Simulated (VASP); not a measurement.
# CaO (P6_3/mmc) in VASP: further runs, part 2 of 2

VASP 6.6.1. The steps go on from the part before.

**3. Single point, BLYP**

Input file INCAR:

```
  PREC = Accurate
  ENCUT = 520
  EDIFF = 1E-7
  ISMEAR = 0
  SIGMA = 0.01
  LREAL = False
  LASPH = True
  NELM = 100
  ALGO = Normal
  ISIF = 2
  LWAVE = False
  LCHARG = False
  GGA = B5
  ALDAX = 1.0
  AGGAX = 1.0
  AGGAC = 1.0
  ALDAC = 0.0
  NBANDS = 24
```

Input file KPOINTS:

```
Automatic mesh
0
Gamma
  4 4 3
```

Input file POSCAR:

```
CaO
1.0
    3.9919758200      0.0000000000      0.0000000000
   -1.9959879100      3.4571524800      0.0000000000
    0.0000000000      0.0000000000      4.7848400100
Ca O
2 2
Direct
    0.3333333298      0.6666666696      0.7500000005
    0.6666666702      0.3333333304      0.2499999995
    0.3333333298      0.6666666696      0.2499999995
    0.6666666702      0.3333333304      0.7500000005
```

Potentials or basis: VASP PAW PBE potentials, release 64 (Ca_sv, O).

Run with:

```sh
> cat potpaw_PBE.64/Ca_sv/POTCAR potpaw_PBE.64/O/POTCAR > POTCAR
> mpirun -np 1 vasp_std > vasp.out
```

OUTCAR:

```text
PREC = Accurate
   ENCUT = 520
   EDIFF = 1E-7
   ISMEAR = 0
   LREAL = False
   LASPH = True
   NELM = 100
   ISIF = 2
   GGA = B5

 ion  position               nearest neighbor table
   1  0.333  0.667  0.750-   4 2.30   4 2.30   4 2.30   3 2.39   3 2.39
   2  0.667  0.333  0.250-   3 2.30   3 2.30   3 2.30   4 2.39   4 2.39
   3  0.333  0.667  0.250-   2 2.30   2 2.30   2 2.30   1 2.39   1 2.39
   4  0.667  0.333  0.750-   1 2.30   1 2.30   1 2.30   2 2.39   2 2.39

  LATTYP: Found a hexagonal cell.
 ALAT       =     3.9919758200
 C/A-ratio  =     1.1986144771

  Lattice vectors:

 A1 = (   3.9919758200,   0.0000000000,   0.0000000000)
 A2 = (  -1.9959879100,   3.4571524800,   0.0000000000)
 A3 = (   0.0000000000,   0.0000000000,   4.7848400100)

Analysis of symmetry for initial positions (statically):
=====================================================================
 Subroutine PRICEL returns:
 Original cell was already a primitive cell.

 Routine SETGRP: Setting up the symmetry group for a
 hexagonal supercell.

 Subroutine GETGRP returns: Found 24 space group operations
 (whereof 12 operations were pure point group operations)
 out of a pool of 24 trial point group operations.

The static configuration has the point symmetry D_3d.
 The point group associated with its full space group is D_6h.

Analysis of symmetry for dynamics (positions and initial velocities):
=====================================================================
 Subroutine PRICEL returns:
 Original cell was already a primitive cell.

 Routine SETGRP: Setting up the symmetry group for a
 hexagonal supercell.

 Subroutine GETGRP returns: Found 24 space group operations
 (whereof 12 operations were pure point group operations)
 out of a pool of 24 trial point group operations.

The dynamic configuration has the point symmetry D_3d.
[... 103 lines left out ...]
   EFERMI_NEDOS =   21; number of points for ismear=-14 and -15
   IALGO  =     38    algorithm
   IMIX   =      4    mixing-type and parameters
     AMIX     =   0.40;   BMIX     =  1.00
     AMIX_MAG =   1.60;   BMIX_MAG =  1.00
  volume/ion in A,a.u.               =      16.51       111.41
  Fermi-wavevector in a.u.,A,eV,Ry     =   1.285879  2.429960 22.497037  1.653486
  Thomas-Fermi vector in A             =   2.417987
   LORBIT       =      0    0 simple, 1 ext, 2 COOP (PROOUT), +10 PAW based schemes
   GGA     = B5    functional components
   LHFCALC =     F    Hartree Fock is set to
   AEXX    =    0.0000 exact exchange contribution
   IVDW    =     0    specifies the selected vdW correction
   LEPSILON=     F    determine dielectric tensor
   LRPA    =     F    only Hartree local field effects (RPA)
 non-spin polarized calculation
 Gauss-broadening in eV      SIGMA  =   0.01
  energy-cutoff  :      520.00
  volume of cell :       66.03
 maximum number of plane-waves:      1811
 NGX is ok and might be reduce to    30
   NGX = 15   NGY = 15   NGZ = 17

 number of electron      31.9999992 magnetization

 Free energy of the ion-electron system (eV)
  ---------------------------------------------------
  ext. energy  EPLUGINS =         0.00000000
  ---------------------------------------------------
  free energy    TOTEN  =       -24.40995404 eV

  energy without entropy =      -24.40995404  energy(sigma->0) =      -24.40995404

 E-fermi :   1.6820     XC(G=0):  -9.0035

 val. band max:        1.6397094656   @ k =   0.0000   0.0000   0.0000
 cond. band min:       5.0050033231   @ k =   0.0000   0.0000   0.0000
 fundamental gap:      3.3652938574
 Fermi energy:         1.6819994155

 k-point     1 :       0.0000    0.0000    0.0000
  band No.  band energies     occupation
      1     -35.9677      2.00000
      2     -35.8370      2.00000
      3     -17.3958      2.00000
      4     -17.1583      2.00000
      5     -17.1583      2.00000
      6     -16.9660      2.00000
[... 205 lines left out ...]
     23       9.9701      0.00000
     24      10.1264      0.00000

------------------------ aborting loop because EDIFF is reached ----------------------------------------

  FORCE on cell =-STRESS in cart. coord.  units (eV):
  Direction    XX          YY          ZZ          XY          YZ          ZX
  --------------------------------------------------------------------------------------
  -------------------------------------------------------------------------------------
  Total        1.4199861      1.4199861      1.7169893     -0.0000000      0.0000000      0.0000000
  in kB       34.4525062     34.4525063     41.6585667     -0.0000000      0.0000000      0.0000000
  external PRESSURE =      36.8545264 kB  Pullay stress =       0.0000000 kB

 VOLUME and BASIS-vectors are now :
 -----------------------------------------------------------------------------
  energy-cutoff  :      520.00
  volume of cell :       66.03
      direct lattice vectors                 reciprocal lattice vectors
     3.991975820  0.000000000  0.000000000     0.250502519  0.144627697  0.000000000
    -1.995987910  3.457152480  0.000000000     0.000000000  0.289255393  0.000000000
     0.000000000  0.000000000  4.784840010     0.000000000  0.000000000  0.208993404

 POSITION                                       TOTAL-FORCE (eV/Angst)
 -----------------------------------------------------------------------------------
     -0.00000      2.30477      3.58863         0.000000      0.000000     -0.000000
      1.99599      1.15238      1.19621         0.000000     -0.000000     -0.000000
     -0.00000      2.30477      1.19621         0.000000     -0.000000      0.000000
      1.99599      1.15238      3.58863        -0.000000      0.000000     -0.000000
 -----------------------------------------------------------------------------------
    total drift:                                0.000017     -0.000009     -0.000006

  FREE ENERGIE OF THE ION-ELECTRON SYSTEM (eV)
  ---------------------------------------------------
  free  energy   TOTEN  =       -24.4099540373 eV

  energy  without entropy=      -24.4099540373  energy(sigma->0) =      -24.40995404
```

OSZICAR:

```text
N       E                     dE             d eps       ncg     rms          rms(c)
DAV:   1     0.339277201904E+03    0.33928E+03   -0.16682E+04   384   0.134E+03
DAV:   2    -0.131700989293E+01   -0.34059E+03   -0.32039E+03   448   0.396E+02
DAV:   3    -0.290007840320E+02   -0.27684E+02   -0.27468E+02   624   0.108E+02
DAV:   4    -0.299813555442E+02   -0.98057E+00   -0.97898E+00   544   0.183E+01
DAV:   5    -0.300100306881E+02   -0.28675E-01   -0.28674E-01   568   0.223E+00    0.140E+01
DAV:   6    -0.245735223488E+02    0.54365E+01   -0.26260E+01   528   0.321E+01    0.553E+00
DAV:   7    -0.245028272950E+02    0.70695E-01   -0.30696E+00   512   0.111E+01    0.287E+00
DAV:   8    -0.244236849265E+02    0.79142E-01   -0.45771E-01   560   0.479E+00    0.100E+00
DAV:   9    -0.244075627547E+02    0.16122E-01   -0.11706E-01   504   0.202E+00    0.236E-01
DAV:  10    -0.244111154271E+02   -0.35527E-02   -0.16287E-02   432   0.810E-01    0.233E-01
DAV:  11    -0.244100639064E+02    0.10515E-02   -0.10098E-02   512   0.547E-01    0.941E-02
DAV:  12    -0.244099566202E+02    0.10729E-03   -0.10852E-03   480   0.228E-01    0.233E-02
DAV:  13    -0.244099554606E+02    0.11596E-05   -0.48503E-05   528   0.455E-02    0.706E-03
DAV:  14    -0.244099540908E+02    0.13698E-05   -0.30886E-06   528   0.102E-02    0.140E-03
DAV:  15    -0.244099540373E+02    0.53448E-07   -0.27728E-07   472   0.308E-03
   1 F= -.24409954E+02 E0= -.24409954E+02  d E =-.200950E-11
```

stdout:

```text
POSCAR found type information on POSCAR CaO
 POSCAR found :  2 types and       4 ions
 scaLAPACK will be used
 -----------------------------------------------------------------------------
|                                                                             |
|                                                                             |
|     You enforced a specific xc type in the INCAR file but a different       |
|     I HOPE YOU KNOW WHAT YOU ARE DOING!                                     |
|                                                                             |
 -----------------------------------------------------------------------------

 LDA part: xc-table for (Slater(with rela. corr.)+VWN5), standard interpolation
 POSCAR, INCAR and KPOINTS ok, starting setup
 FFT: planning ... GRIDC
 FFT: planning ... GRID_SOFT
 FFT: planning ... GRID
 WAVECAR not read
 entering main loop
```

Wall time 28 s (1 thread of Intel Xeon Platinum 8488C (Sapphire Rapids), shared host); peak memory 0.18 GiB.

What came out:

```yaml
Free_energy: -24.4100 eV
Pressure: 3.7 GPa
Band_gap_on_the_k_mesh: 3.37 eV, direct
```

Levels at points of the mesh, in eV from the valence-band top:
| k point | band 13 | band 14 | band 15 | band 16 | band 17 | band 18 | band 19 | band 20 |
| --- | --- | --- | --- | --- | --- | --- | --- | --- |
| (0.00, 0.00, 0.00) | -1.15 | -1.15 | -1.06 | 0.00 | 3.37 | 6.10 | 6.10 | 7.65 |
| (0.50, 0.00, 0.00) | -0.84 | -0.82 | -0.58 | -0.38 | 4.78 | 5.23 | 5.31 | 7.56 |

Caveat: the k mesh is coarse (spacing up to 0.45 Å⁻¹), so the values aren't converged; the PAW data sets were made with another functional, which shifts forces and pressure a little.
